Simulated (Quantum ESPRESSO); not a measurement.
# CoO under changes of volume

One of the cells (11.411 Å³/atom); the others are scaled copies at fixed shape and fractional positions:

```
Co O
1.0
     1.60222    0.92504    2.56647
    -1.60222    0.92504    2.56647
     0.00000   -1.85008    2.56647
Co O
1 1
Cartesian
  0.0000 0.0000 7.6915
  0.0000 0.0000 5.7824
```

Measurements of this composition are mostly on another form, of space group No. 225.

- Program: Quantum ESPRESSO 7.5
- Functional: LDA
- Potentials or basis: GBRV 1.5 LDA
- Cutoff: 762 eV
- Density cutoff: 6095 eV
- k mesh: 10 × 10 × 10
- Occupations: fermi-dirac, width 0.05 eV
- Spin: collinear spin, ferromagnetic start
- Starting moments: [2.0, 0.0] μB

| volume (Å³/atom) | energy over the lowest point (meV/atom) | pressure (GPa) | moment (μB per cell) | largest force (eV/Å) |
| --- | --- | --- | --- | --- |
| 10.727 | 0.00 | -8.5 | 2.44 | 0.296 |
| 10.955 | 13.08 | -10.4 | 2.59 | 0.267 |
| 11.183 | 28.78 | -12.2 | 2.72 | 0.236 |
| 11.411 | ? | ? | ? | ? |
| 11.640 | 68.29 | -16.0 | 2.87 | 0.185 |
| 11.868 | 92.13 | -17.9 | 2.92 | 0.164 |
| 12.096 | 118.57 | -19.6 | 2.95 | 0.144 |

Q: What does the run at 11.411 Å³/atom give?

A: Energy over the lowest point 47.17 meV/atom; pressure -14.2 GPa; moment 2.81 μB per cell; largest force 0.208 eV/Å.

Worked out: A Birch-Murnaghan fit of order 3 (a polynomial in V^(-2/3)) to the other rows has no minimum within the range. It gives 47.14 meV/atom at 11.411 Å³/atom, against the run's 47.17, and -dE/dV = -13.9 GPa, against -14.2. A parabola through the other rows of the moment, of slope 0.366 μB per Å³/atom there, gives 2.81 μB, against the run's 2.81.

Energies are extrapolated to zero smearing.

Caveats: a cell with one magnetic atom can't hold antiferromagnetic order, which such compounds often take.
